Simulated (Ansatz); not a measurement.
## What a trial cell of Ge relaxes into

Computed with DFT PBE, scalar-relativistic, plane waves, PAW in Ansatz 0.2.0.

The start puts Ge on the sites of a reported K cell (Cmmm, No. 65), at a guessed volume.

The final relaxation ran on this input, with the default PAW datasets:

```yaml
crystal:
  lattice:
    - [2.6961634187, -4.0684213844, 0.0]
    - [2.6961634187, 4.0684213844, 0.0]
    - [0.0, 0.0, 5.3974505043]
  atoms:
    - { symbol: Ge, position: [0.5, 0.0, 0.2540060328] }
    - { symbol: Ge, position: [0.0, 0.5, 0.7459939672] }
    - { symbol: Ge, position: [0.0, 0.5, 0.2540060328] }
    - { symbol: Ge, position: [0.5, 0.0, 0.7459939672] }
    - { symbol: Ge, position: [0.0, 0.0, 0.0] }
basis:
  ecutwfc: 420
kpoints:
  mp_grid: { grid: [8, 8, 8] }
hamiltonian:
  xc: pbe
scf:
  occupations: { method: gaussian, width: 0.1 }
output:
  forces: true
  stress: true
  eigenvalues: true
relax:
  adjacent_minimum: "off"
  f_tol: 0.01
  max_steps: 80
  cell: { stress_tol: 0.05 }
```

It can be run as:

```bash
ansatz run input.yaml --threads 1 --pin off --backend cpu --events-out ev --progress --plain --runs-dir out  # memory cap (--max-ram) not shown
```

End of the output:

```
SCF converged after 6 iterations
Free energy (F): -21472.826431 eV
Harris-Foulkes:  -21472.826431 eV  (|F-HF|=3.64e-11)
Internal energy: -21472.812660 eV  (E = F + TS)
E sigma→0 (E₀):  -21472.819546 eV
Entropy (-TS):   -0.013770 eV (-2.754 meV/atom)
Fermi energy:    7.874039 eV
--- Per-component energies (eV) ---
  E_band       = -784.945760
  E_kinetic    = 550.039210
  E_local      = -12565.956478  (includes V_loc(G=0)·N_el)
  E_nonlocal   = 2079.365005
  E_hartree    = 5505.272114
  E_xc         = -375.923831
  E_vxc        = -319.918034  (∫ρ·V_xc dr)
  E_paw        = -10085.426864  (= ΣΔE_a)
  E_vpaw       = -1539.021289  (= ΣTr[D̂ρ^β])
  E_aug_tail   = 0.001510  (compensation charges beyond the density's cutoff)
  E_ewald      = -6580.183327
  E_smearing   = -0.013770  (= −TS)
  E_closure    =  0.000000  (closes the sum)
  Σ components = -21472.826431   (vs F -21472.826431, Δ=0.00e0)
--- Forces (eV/Å), atoms counted from 1 ---
  atom   1  Ge     0.00000000     0.00000000     0.00277606
  atom   2  Ge     0.00000000     0.00000000    -0.00277606
  atom   3  Ge     0.00000000     0.00000000     0.00277606
  atom   4  Ge     0.00000000     0.00000000    -0.00277606
  atom   5  Ge     0.00000000     0.00000000     0.00000000
  max |Σ_I F_I| component: 6.94e-18 eV/Å
--- Stress (GPa, compression-positive) ---
        0.002191       0.000000       0.000000
        0.000000       0.003514       0.000000
        0.000000       0.000000      -0.010212
  P = ⅓ Tr σ = -0.0015 GPa (-0.015 kbar)
--- Relaxed structure (3 steps of the walk, 3 accepted, 1 SCFs on fresh bases) ---
  F+E_penalty+E_count = -21472.82643073 eV   max|allowed force component| = 2.776e-3 eV/Å   (the final SCF, on the basis selected at the relaxed cell)
  cell:  # Å, volume = 118.3721 Å³
    - [2.681389, -4.075089, 0.000000]
    - [2.681389, 4.075089, 0.000000]
    - [0.000000, 0.000000, 5.416548]
  atoms:
    - { symbol: Ge, position: [0.5, 0.000000, 0.254524] }
    - { symbol: Ge, position: [0.000000, 0.5, 0.745476] }
    - { symbol: Ge, position: [0.000000, 0.5, 0.254524] }
    - { symbol: Ge, position: [0.5, 0.000000, 0.745476] }
    - { symbol: Ge, position: [0.000000, 0.000000, 0.000000] }
```

Absolute energies hang on the potentials; compare differences alone.

The result has space group Cmmm (No. 65). Around Ge on Wyckoff site m (4 atoms of the primitive cell) lie 6 Ge at 2.66–2.80 Å; Ge on Wyckoff site a (1 atom of the primitive cell) has 8 Ge at 2.80 Å.

It lies 0.42 eV/atom above the element's standard state at the same level.

For metals, differences of a few meV/atom aren't resolved.

A structure relaxed within its symmetry needn't be a true minimum.